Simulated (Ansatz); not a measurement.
Crystal: CoO.

```xyz
2
Lattice="0.0000 2.1315 2.1315 2.1315 0.0000 2.1315 2.1315 2.1315 0.0000" Properties=species:S:1:pos:R:3 pbc="T T T"
Co    0.0000    0.0000    0.0000
O     2.1315    2.1315    2.1315
```

- Program: Ansatz 0.2.0
- Task: relaxation of cell and atoms
- Functional: HSE03
- Potentials or basis: Ansatz PAW
- Cutoff: 420 eV (not typed: the program's choice for these potentials)
- k mesh: 6 × 6 × 6
- Occupations: fermi-dirac, width 0.05 eV
- Spin: collinear spin, ferromagnetic start
- Starting moments: [2.0, 0.0] μB

At the start: volume 9.68 Å³/atom.

How do energy, volume and symmetry change on relaxing?

It ends after 7 steps and the volume is 9.30 Å³/atom (-3.9 %); space group Fm-3m (No. 225, to 0.05 Å); moment 3.00 μB per cell.

The path:
| step | energy change (eV) | largest force (eV/Å) | volume (Å³) |
| --- | --- | --- | --- |
| 1 | 0.0000 | 0.0000 | 19.37 |
| 2 | -0.0179 | 0.0000 | 18.92 |
| 3 | -0.0230 | 0.0000 | 18.60 |
| 4 | -0.0229 | 0.0000 | 18.62 |
| 5 | -0.0193 | 0.0000 | 18.62 |
| 6 | -0.0194 | 0.0000 | 18.60 |
| 7 | -0.0191 | 0.0000 | 18.60 |

Final structure:
```yaml
crystal:
  lattice:
    - [0.00000, 2.10310, 2.10310]
    - [2.10310, 0.00000, 2.10310]
    - [2.10310, 2.10310, 0.00000]
  atoms:
    - { symbol: Co, position: [0.00000, 0.00000, 0.00000] }
    - { symbol: O, position: [0.50000, 0.50000, 0.50000] }
```

Caveat: the k mesh is coarse (spacing up to 0.43 Å⁻¹), so the values aren't converged, least of all with exact exchange; the magnetic or orbital state may not be the lowest; the plane-wave basis is chosen anew once the cell has moved, so the energies of steps on either side of that aren't comparable; the pressure holds a Pulay correction of +0.8 GPa for the finite cutoff; a cell with one magnetic atom can't hold antiferromagnetic order, which such compounds often take; the PAW data sets come from PBE, with cores solved anew for the run's functional, which leaves a small shift of forces and pressure.
